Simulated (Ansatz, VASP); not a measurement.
# Two plane-wave programs on Si2N

```xyz
6
Lattice="4.9539 0.0000 0.0000 0.0000 4.9539 0.0000 0.0000 0.0000 3.1908" Properties=species:S:1:pos:R:3 pbc="T T T"
Si    1.5159    1.5159    0.0000
Si    0.9611    3.9928    1.5954
Si    3.4380    3.4380    0.0000
Si    3.9928    0.9611    1.5954
N     0.0000    0.0000    0.0000
N     2.4770    2.4770    1.5954
```

Alike in both runs: task relaxation of cell and atoms; functional PBE; k mesh 4 × 4 × 6; occupations gaussian, width 0.1 eV; no spin polarisation.

|  | VASP | Ansatz |
| --- | --- | --- |
| version | VASP 6.6.1 | Ansatz 0.2.0 |
| potentials or method | VASP PAW PBE potentials, release 64 (Si, N) | scalar-relativistic, plane waves, PAW |
| plane-wave cutoff (eV) | 600 | 420 |
| valence electrons in the cell | 26 | 26 |

```tsv
	VASP	Ansatz	Ansatz less VASP
gap on the k mesh at the Fermi level, each at its own relaxed structure (eV)	none	none	-
relaxed volume (Å³/atom)	17.57	18.61	+1.039
relaxed cell length with the largest relative difference (Å)	6.384	6.567	+0.1837
energy change over the relaxation (meV/atom)	-462	-486	-24.4
```

A gap of «none» marks a metal or a gap that the smearing closes. One of these differences is far larger than is usual between the two programs; its cause wasn't traced.

Caveats: the volume moved by over 15 % at a fixed basis, so the end points are rough (VASP).
